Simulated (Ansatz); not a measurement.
KBr:

```xyz
2
Lattice="0.0000 3.3000 3.3000 3.3000 0.0000 3.3000 3.3000 3.3000 0.0000" Properties=species:S:1:pos:R:3 pbc="T T T"
Br    3.3000    3.3000    3.3000
K     0.0000    0.0000    0.0000
```

Program: Ansatz 0.2.0. Alike in all runs: potentials or basis Ansatz PAW; cell as given; cutoff (eV) 420. Hardware: 2 threads of Arm Neoverse V1, with other jobs on the host.

Q: Order these runs on this cell by their wall time, lowest first.
A. task band structure; level BPBE; spin off; k mesh 7 × 7 × 7; smearing fermi-dirac 0.05 eV; points for each segment of the path 14; mesh quality not flagged
B. task band structure; level HSE06+D4; spin off; k mesh 5 × 5 × 5; smearing gaussian 0.1 eV; points for each segment of the path 4; driver chain; mesh quality not flagged
C. task single point; level PBE; spin off; k mesh 4 × 4 × 4; smearing fermi-dirac 0.05 eV; mesh quality not flagged
D. task band structure; level PBEsol0; spin off; k mesh 4 × 4 × 4; smearing fermi-dirac 0.05 eV; points for each segment of the path 4; mesh quality not flagged
E. task single point; level PBE0; spin SOC, no magnetisation; k mesh 3 × 3 × 3; smearing fermi-dirac 0.05 eV; mesh quality coarse

A: C (0.54 s), A (3.1 s), E (19 s), D (82 s), B (180 s).

Caveats: some runs use coarse meshes.

Not every run made on this cell is shown here.
